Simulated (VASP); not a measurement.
# Tm (Fm-3m) in VASP: notebook

Runs on Tm. Level: PBEsol. Tasks: single point.

All numbers are computed with VASP 6.6.1; they aren't measurements. Logs are shortened: lines on timing, memory, paths and dates and some standing lists are left out, and cuts for length are marked.

## Step 1: The structure

It takes space group Fm-3m (No. 225, cubic). The conventional cell has a = 4.936 Å, b = 4.936 Å, c = 4.936 Å, α = 90.00°, β = 90.00°, γ = 90.00°. Around Tm (site symmetry m-3m) lie 12 Tm at 3.49 Å.

This isn't the form of Tm at room conditions, which is hcp.

## Step 2: Single point, PBEsol, collinear spin, ferromagnetic start

The input, INCAR:

```
ADDGRID = False
ALGO = Normal
EDIFF = 1E-6
ENCUT = 550
GGA = PS
ISIF = 2
ISMEAR = 1
ISPIN = 2
LASPH = True
LCHARG = False
LMAXMIX = 6
LORBIT = 11
LREAL = False
LWAVE = False
MAGMOM = 2
NBANDS = 22
NELM = 100
PREC = Accurate
SIGMA = 0.2
```

The input, KPOINTS:

```
k-points
0
Gamma
  4 4 4
```

The input, POSCAR:

```
Tm
1.0
    0.0000000000      2.4680255249      2.4680255249
    2.4680255249      0.0000000000      2.4680255249
    2.4680255249      2.4680255249      0.0000000000
Tm
1
Direct
    0.0000000000      0.0000000000      0.0000000000
```

Potentials or basis: VASP PAW PBE potentials, release 64 (Tm).

Started as:

```sh
$ cat potpaw_PBE.64/Tm/POTCAR > POTCAR
$ mpirun -np 1 vasp_std > vasp.out
```

OUTCAR:

```text
EDIFF = 1E-6
   ENCUT = 550
   GGA = PS
   ISIF = 2
   ISMEAR = 1
   ISPIN = 2
   LASPH = True
   LORBIT = 11
   LREAL = False
   NELM = 100
   PREC = Accurate

 Found      8 irreducible k-points:

 Following reciprocal coordinates:
            Coordinates               Weight
  0.000000  0.000000  0.000000      1.000000
  0.250000  0.000000  0.000000      8.000000
  0.500000  0.000000  0.000000      4.000000
  0.250000  0.250000  0.000000      6.000000
  0.500000  0.250000  0.000000     24.000000
 -0.250000  0.250000  0.000000     12.000000
   k-points           NKPTS =      8   k-points in BZ     NKDIM =      8   number of bands    NBANDS=     22
   number of dos      NEDOS =    301   number of ions     NIONS =      1
   total plane-waves  NPLWV =  21952
   dimension x,y,z NGX =    28 NGY =   28 NGZ =   28
   dimension x,y,z NGXF=    56 NGYF=   56 NGZF=   56
   ions per type =               1
   NGX,Y,Z   is equivalent  to a cutoff of  13.34, 13.34, 13.34 a.u.
   NGXF,Y,Z  is equivalent  to a cutoff of  26.67, 26.67, 26.67 a.u.
 SYSTEM =  unknown system
   PREC   = accura    normal or accurate (medium, high low for compatibility)
   ISTART =      0    job   : 0-new  1-cont  2-samecut
   ICHARG =      2    charge: 1-file 2-atom 10-const
   ISPIN  =      2    spin polarized calculation?
   LNONCOLLINEAR =      F non collinear calculations
   LSORBIT =      F    spin-orbit coupling
   LASPH  =      T    aspherical Exc in radial PAW
   ENCUT  =  550.0 eV  40.42 Ry    6.36 a.u.   6.67  6.67  6.67*2*pi/ulx,y,z
   NELM   =    100;   NELMIN=  2; NELMDL= -5     # of ELM steps
   EDIFF  = 0.1E-05   stopping-criterion for ELM
   LREAL  =      F    real-space projection
   EDIFFG = 0.1E-04   stopping-criterion for IOM
   NSW    =      0    number of steps for IOM
   IBRION =     -1    ionic relax: 0-MD 1-quasi-New 2-CG
   NFREE  =      0    steps in history (QN), initial steepest desc. (CG)
   ISIF   =      2    stress and relaxation
   ISYM   =      2    0-nonsym 1-usesym 2-fastsym
   POTIM  = 0.5000    time-step for ionic-motion
   TEBEG  =    0.0;   TEEND  =   0.0 temperature during run
   PSTRESS=    0.0 pullay stress
   NELECT =      23.0000    total number of electrons
   NUPDOWN=      -1.0000    fix difference up-down
   EMIN   =  10.00;   EMAX   =-10.00  energy-range for DOS
   EFERMI =   0.00;   METHOD = LEGACY
   ISMEAR =     1;   SIGMA  =   0.20  broadening in eV -4-tet -1-fermi 0-gaus
   EFERMI_NEDOS =   21; number of points for ismear=-14 and -15
   IALGO  =     38    algorithm
   IMIX   =      4    mixing-type and parameters
     AMIX     =   0.40;   BMIX     =  1.00
     AMIX_MAG =   1.60;   BMIX_MAG =  1.00
  volume/ion in A,a.u.               =      30.07       202.90
  Fermi-wavevector in a.u.,A,eV,Ry     =   1.497239  2.829371 30.500515  2.241725
  Thomas-Fermi vector in A             =   2.609152
   LORBIT       =     11    0 simple, 1 ext, 2 COOP (PROOUT), +10 PAW based schemes
   GGA     = PS    functional components
   LHFCALC =     F    Hartree Fock is set to
   AEXX    =    0.0000 exact exchange contribution
   IVDW    =     0    specifies the selected vdW correction
   LEPSILON=     F    determine dielectric tensor
   LRPA    =     F    only Hartree local field effects (RPA)
 spin polarized calculation
 Methfessel and Paxton  Order N= 1 SIGMA  =   0.20
  energy-cutoff  :      550.00
  volume of cell :       30.07
 maximum number of plane-waves:       894
 NGX is ok and might be reduce to    28
   NGX = 13   NGY = 13   NGZ = 13

 number of electron      23.0000007 magnetization       1.0889488

 Free energy of the ion-electron system (eV)
  ---------------------------------------------------
  ext. energy  EPLUGINS =         0.00000000
  ---------------------------------------------------
  free energy    TOTEN  =        -4.37333554 eV

  energy without entropy =       -4.35540424  energy(sigma->0) =       -4.36735844

 E-fermi :   2.1201     XC(G=0): -10.4225

 val. band max:        2.1200230799   @ k =   0.5000   0.0000   0.0000
 cond. band min:       2.1416361589   @ k =   0.5000   0.2500   0.0000
 fundamental gap:      0.0216130790
 Fermi energy:         2.1200666816

 spin component 1

 k-point     1 :       0.0000    0.0000    0.0000
  band No.  band energies     occupation
      1     -48.2160      1.00000
      2     -21.1257      1.00000
      3     -21.1257      1.00000
      4     -21.1257      1.00000
      5      -3.1478      1.00000
      6       0.5559      1.00000
[... 14 lines left out ...]
     21      15.9029      0.00000
     22      17.9826      0.00000
[... 102 lines left out ...]
  band No.  band energies     occupation
      1     -48.1721      1.00000
      2     -21.5946      1.00000
      3     -21.3978      1.00000
      4     -21.2117      1.00000
      5       0.4877      1.00000
      6       0.6629      1.00000
[... 14 lines left out ...]
     21      17.9543      0.00000
     22      19.2664      0.00000

 [... further k-points ...]

 spin component 2

 k-point     1 :       0.0000    0.0000    0.0000
  band No.  band energies     occupation
      1     -47.6956      1.00000
      2     -20.7766      1.00000
      3     -20.7766      1.00000
      4     -20.7766      1.00000
      5      -3.3064      1.00000
      6       1.9022      1.03209
[... 14 lines left out ...]
     21      15.8303      0.00000
     22      17.8069      0.00000
[... 102 lines left out ...]
  band No.  band energies     occupation
      1     -47.6491      1.00000
      2     -21.2724      1.00000
      3     -21.0640      1.00000
      4     -20.8670      1.00000
      5       0.3777      1.00000
      6       1.7618      1.01478
[... 14 lines left out ...]
     21      17.7860      0.00000
     22      19.2548      0.00000

 [... further k-points ...]

------------------------ aborting loop because EDIFF is reached ----------------------------------------

  FORCE on cell =-STRESS in cart. coord.  units (eV):
  Direction    XX          YY          ZZ          XY          YZ          ZX
  --------------------------------------------------------------------------------------
  -------------------------------------------------------------------------------------
  Total        0.1773210      0.1773210      0.1773210      0.0000000      0.0000000      0.0000000
  in kB        9.4491293      9.4491293      9.4491293      0.0000000      0.0000000      0.0000000
  external PRESSURE =       9.4491293 kB  Pullay stress =       0.0000000 kB

 VOLUME and BASIS-vectors are now :
 -----------------------------------------------------------------------------
  energy-cutoff  :      550.00
  volume of cell :       30.07
      direct lattice vectors                 reciprocal lattice vectors
     0.000000000  2.468025525  2.468025525    -0.202591098  0.202591098  0.202591098
     2.468025525  0.000000000  2.468025525     0.202591098 -0.202591098  0.202591098
     2.468025525  2.468025525  0.000000000     0.202591098  0.202591098 -0.202591098

 POSITION                                       TOTAL-FORCE (eV/Angst)
 -----------------------------------------------------------------------------------
      0.00000      0.00000      0.00000        -0.000000      0.000000      0.000000
 -----------------------------------------------------------------------------------
    total drift:                               -0.000000     -0.000000     -0.000000

  FREE ENERGIE OF THE ION-ELECTRON SYSTEM (eV)
  ---------------------------------------------------
  free  energy   TOTEN  =        -4.3733355430 eV

  energy  without entropy=       -4.3554042424  energy(sigma->0) =       -4.36735844

 total charge

# of ion       s       p       d       f       tot
--------------------------------------------------
    1        2.226   5.934   0.406  12.502  21.067

 magnetization (x)

# of ion       s       p       d       f       tot
--------------------------------------------------
    1        0.003  -0.033  -0.051   1.280   1.199
```

OSZICAR:

```text
N       E                     dE             d eps       ncg     rms          rms(c)
DAV:   1     0.126071261307E+03    0.12607E+03   -0.78547E+03  1004   0.679E+03
DAV:   2     0.124381541071E+02   -0.11363E+03   -0.10676E+03   962   0.631E+02
[... 18 lines left out ...]
DAV:  21    -0.437292245361E+01   -0.18994E-02   -0.16991E-03  1070   0.106E+00    0.834E-01
DAV:  22    -0.437303507184E+01   -0.11262E-03   -0.12589E-03  1158   0.644E-01    0.569E-01
DAV:  23    -0.437331821633E+01   -0.28314E-03   -0.69455E-04  1060   0.492E-01    0.171E-01
DAV:  24    -0.437333229011E+01   -0.14074E-04   -0.27153E-05  1150   0.998E-02    0.106E-01
DAV:  25    -0.437333463555E+01   -0.23454E-05   -0.14986E-05   970   0.412E-02    0.715E-02
DAV:  26    -0.437333554303E+01   -0.90748E-06   -0.21634E-06   874   0.419E-02
   1 F= -.43733355E+01 E0= -.43673584E+01  d E =-.179313E-01  mag=     1.0878
```

stdout:

```text
POSCAR found type information on POSCAR Tm
 POSCAR found :  1 types and       1 ions
 scaLAPACK will be used
 -----------------------------------------------------------------------------
|                                                                             |
|                                                                             |
|     You enforced a specific xc type in the INCAR file but a different       |
|     I HOPE YOU KNOW WHAT YOU ARE DOING!                                     |
|                                                                             |
 -----------------------------------------------------------------------------

 LDA part: xc-table for (Slater+PW92), standard interpolation
 POSCAR, INCAR and KPOINTS ok, starting setup
 FFT: planning ... GRIDC
 FFT: planning ... GRID_SOFT
 FFT: planning ... GRID
 WAVECAR not read
 entering main loop
```

Wall time 48 s (1 thread of Intel Xeon Platinum 8375C at 2.90GHz (Ice Lake), shared host); peak memory 0.19 GiB.

The run converged, but some of its settings lie outside the range that counts as converged, so its numbers aren't taken as properties of the crystal.

Results:

```yaml
Free_energy: -4.3733 eV
Pressure: 0.9 GPa
Band_gap_on_the_k_mesh: none (metal or under the smearing width)
Net_moment: 1.09 μB per cell
Site_moments: Tm +1.20 μB
Valence_electrons_inside_the_program's_atomic_spheres: Tm 21.07
```

Caveat: the k mesh is coarse (spacing up to 0.55 Å⁻¹), so the values aren't converged; the magnetic or orbital state may not be the lowest; the PAW data sets were made with another functional, which shifts forces and pressure a little; spin-orbit coupling is left out, which moves the levels of the heavy elements.

## Step 3: Single point, PBEsol, collinear spin, ferromagnetic start

Changes to INCAR since step 2:

```diff
@@ -3,3 +3,3 @@
 EDIFF = 1E-6
-ENCUT = 550
+ENCUT = 700
 GGA = PS
```

KPOINTS is that of step 2.

POSCAR is that of step 2.

Potentials or basis: VASP PAW PBE potentials, release 64 (Tm).

Started as:

```sh
$ cat potpaw_PBE.64/Tm/POTCAR > POTCAR
$ mpirun -np 1 vasp_std > vasp.out
```

OUTCAR:

```text
EDIFF = 1E-6
   ENCUT = 700
   GGA = PS
   ISIF = 2
   ISMEAR = 1
   ISPIN = 2
   LASPH = True
   LORBIT = 11
   LREAL = False
   NELM = 100
   PREC = Accurate

 Found      8 irreducible k-points:

 Following reciprocal coordinates:
            Coordinates               Weight
  0.000000  0.000000  0.000000      1.000000
  0.250000  0.000000  0.000000      8.000000
  0.500000  0.000000  0.000000      4.000000
  0.250000  0.250000  0.000000      6.000000
  0.500000  0.250000  0.000000     24.000000
 -0.250000  0.250000  0.000000     12.000000
   k-points           NKPTS =      8   k-points in BZ     NKDIM =      8   number of bands    NBANDS=     22
   number of dos      NEDOS =    301   number of ions     NIONS =      1
   total plane-waves  NPLWV =  27000
   dimension x,y,z NGX =    30 NGY =   30 NGZ =   30
   dimension x,y,z NGXF=    60 NGYF=   60 NGZF=   60
   ions per type =               1
   NGX,Y,Z   is equivalent  to a cutoff of  14.29, 14.29, 14.29 a.u.
   NGXF,Y,Z  is equivalent  to a cutoff of  28.58, 28.58, 28.58 a.u.
 SYSTEM =  unknown system
   PREC   = accura    normal or accurate (medium, high low for compatibility)
   ISTART =      0    job   : 0-new  1-cont  2-samecut
   ICHARG =      2    charge: 1-file 2-atom 10-const
   ISPIN  =      2    spin polarized calculation?
   LNONCOLLINEAR =      F non collinear calculations
   LSORBIT =      F    spin-orbit coupling
   LASPH  =      T    aspherical Exc in radial PAW
   ENCUT  =  700.0 eV  51.45 Ry    7.17 a.u.   7.53  7.53  7.53*2*pi/ulx,y,z
   NELM   =    100;   NELMIN=  2; NELMDL= -5     # of ELM steps
   EDIFF  = 0.1E-05   stopping-criterion for ELM
   LREAL  =      F    real-space projection
   EDIFFG = 0.1E-04   stopping-criterion for IOM
   NSW    =      0    number of steps for IOM
   IBRION =     -1    ionic relax: 0-MD 1-quasi-New 2-CG
   NFREE  =      0    steps in history (QN), initial steepest desc. (CG)
   ISIF   =      2    stress and relaxation
   ISYM   =      2    0-nonsym 1-usesym 2-fastsym
   POTIM  = 0.5000    time-step for ionic-motion
   TEBEG  =    0.0;   TEEND  =   0.0 temperature during run
   PSTRESS=    0.0 pullay stress
   NELECT =      23.0000    total number of electrons
   NUPDOWN=      -1.0000    fix difference up-down
   EMIN   =  10.00;   EMAX   =-10.00  energy-range for DOS
   EFERMI =   0.00;   METHOD = LEGACY
   ISMEAR =     1;   SIGMA  =   0.20  broadening in eV -4-tet -1-fermi 0-gaus
   EFERMI_NEDOS =   21; number of points for ismear=-14 and -15
   IALGO  =     38    algorithm
[... 24 lines left out ...]
  ext. energy  EPLUGINS =         0.00000000
  ---------------------------------------------------
  free energy    TOTEN  =        -4.37523332 eV

  energy without entropy =       -4.35733410  energy(sigma->0) =       -4.36926691

 E-fermi :   2.1202     XC(G=0): -10.4227

 val. band max:        2.1202161846   @ k =   0.5000   0.0000   0.0000
 cond. band min:       2.1418116760   @ k =   0.5000   0.2500   0.0000
 fundamental gap:      0.0215954914
 Fermi energy:         2.1202367633

 spin component 1

 k-point     1 :       0.0000    0.0000    0.0000
  band No.  band energies     occupation
      1     -48.2154      1.00000
      2     -21.1260      1.00000
      3     -21.1260      1.00000
      4     -21.1260      1.00000
      5      -3.1477      1.00000
      6       0.5556      1.00000
[... 139 lines left out ...]
     21      17.9530      0.00000
     22      19.2657      0.00000

 [... further k-points ...]

 spin component 2

 k-point     1 :       0.0000    0.0000    0.0000
  band No.  band energies     occupation
      1     -47.6946      1.00000
      2     -20.7765      1.00000
      3     -20.7765      1.00000
      4     -20.7765      1.00000
      5      -3.3052      1.00000
      6       1.9024      1.03207
[... 139 lines left out ...]
     21      17.7859      0.00000
     22      19.2548      0.00000

 [... further k-points ...]

------------------------ aborting loop because EDIFF is reached ----------------------------------------

  FORCE on cell =-STRESS in cart. coord.  units (eV):
  Direction    XX          YY          ZZ          XY          YZ          ZX
  --------------------------------------------------------------------------------------
  -------------------------------------------------------------------------------------
  Total        0.1030547      0.1030547      0.1030547      0.0000000      0.0000000     -0.0000000
  in kB        5.4916061      5.4916061      5.4916061      0.0000000      0.0000000     -0.0000000
  external PRESSURE =       5.4916061 kB  Pullay stress =       0.0000000 kB

 VOLUME and BASIS-vectors are now :
 -----------------------------------------------------------------------------
  energy-cutoff  :      700.00
  volume of cell :       30.07
      direct lattice vectors                 reciprocal lattice vectors
     0.000000000  2.468025525  2.468025525    -0.202591098  0.202591098  0.202591098
     2.468025525  0.000000000  2.468025525     0.202591098 -0.202591098  0.202591098
     2.468025525  2.468025525  0.000000000     0.202591098  0.202591098 -0.202591098

 POSITION                                       TOTAL-FORCE (eV/Angst)
 -----------------------------------------------------------------------------------
      0.00000      0.00000      0.00000         0.000000      0.000000      0.000000
 -----------------------------------------------------------------------------------
    total drift:                               -0.000000     -0.000000      0.000000

  FREE ENERGIE OF THE ION-ELECTRON SYSTEM (eV)
  ---------------------------------------------------
  free  energy   TOTEN  =        -4.3752333200 eV

  energy  without entropy=       -4.3573340965  energy(sigma->0) =       -4.36926691

 total charge

# of ion       s       p       d       f       tot
--------------------------------------------------
    1        2.226   5.935   0.407  12.501  21.069

 magnetization (x)

# of ion       s       p       d       f       tot
--------------------------------------------------
    1        0.003  -0.033  -0.051   1.279   1.198
```

OSZICAR:

```text
N       E                     dE             d eps       ncg     rms          rms(c)
DAV:   1     0.146582103337E+03    0.14658E+03   -0.88807E+03   986   0.799E+03
DAV:   2     0.167636966571E+02   -0.12982E+03   -0.12171E+03   942   0.804E+02
[... 18 lines left out ...]
DAV:  21    -0.437523790056E+01   -0.18646E-02   -0.29486E-03  1038   0.954E-01    0.293E-01
DAV:  22    -0.437517877253E+01    0.59128E-04   -0.11367E-04  1150   0.217E-01    0.211E-01
DAV:  23    -0.437520733861E+01   -0.28566E-04   -0.48764E-05  1118   0.250E-01    0.165E-01
DAV:  24    -0.437523572733E+01   -0.28389E-04   -0.17940E-05  1112   0.115E-01    0.544E-02
DAV:  25    -0.437523330209E+01    0.24252E-05   -0.20208E-05  1046   0.659E-02    0.162E-02
DAV:  26    -0.437523331997E+01   -0.17889E-07   -0.10813E-06   634   0.344E-02
   1 F= -.43752333E+01 E0= -.43692669E+01  d E =-.178992E-01  mag=     1.0898
```

stdout:

```text
POSCAR found type information on POSCAR Tm
 POSCAR found :  1 types and       1 ions
 scaLAPACK will be used
 -----------------------------------------------------------------------------
|                                                                             |
|                                                                             |
|     You enforced a specific xc type in the INCAR file but a different       |
|     I HOPE YOU KNOW WHAT YOU ARE DOING!                                     |
|                                                                             |
 -----------------------------------------------------------------------------

 LDA part: xc-table for (Slater+PW92), standard interpolation
 POSCAR, INCAR and KPOINTS ok, starting setup
 FFT: planning ... GRIDC
 FFT: planning ... GRID_SOFT
 FFT: planning ... GRID
 WAVECAR not read
 entering main loop
```

Run time: 74 s. Hardware: 1 thread of Intel Xeon Platinum 8375C at 2.90GHz (Ice Lake), shared host; peak memory 0.2 GiB.

These settings aren't checked as converged: the numbers below hold their error.

Results:

| Property | Result |
| --- | --- |
| Free energy | -4.3752 eV |
| Pressure | 0.5 GPa |
| Band gap on the k mesh | none (metal or under the smearing width) |
| Net moment | 1.09 μB per cell |
| Site moments | Tm +1.20 μB |
| Valence electrons inside the program's atomic spheres | Tm 21.07 |

Caveat: the k mesh is coarse (spacing up to 0.55 Å⁻¹), so the values aren't converged; the magnetic or orbital state may not be the lowest; the PAW data sets were made with another functional, which shifts forces and pressure a little; spin-orbit coupling is left out, which moves the levels of the heavy elements.

## Step 4: The reference run

An earlier run on the cell as given: functional PBE; potentials or basis VASP PAW PBE potentials, release 64 (Tm); cutoff 520 eV; k mesh 9 × 9 × 9; occupations fermi-dirac, width 0.05 eV; collinear spin, ferromagnetic start; starting moments [2.0] μB.

- Pressure: 3.5 GPa
- Band gap on the k mesh: none (metal or under the smearing width)
- Net moment: 0.96 μB per cell
- Site moments: Tm +1.14 μB
- Valence electrons inside the program's atomic spheres: Tm 21.08
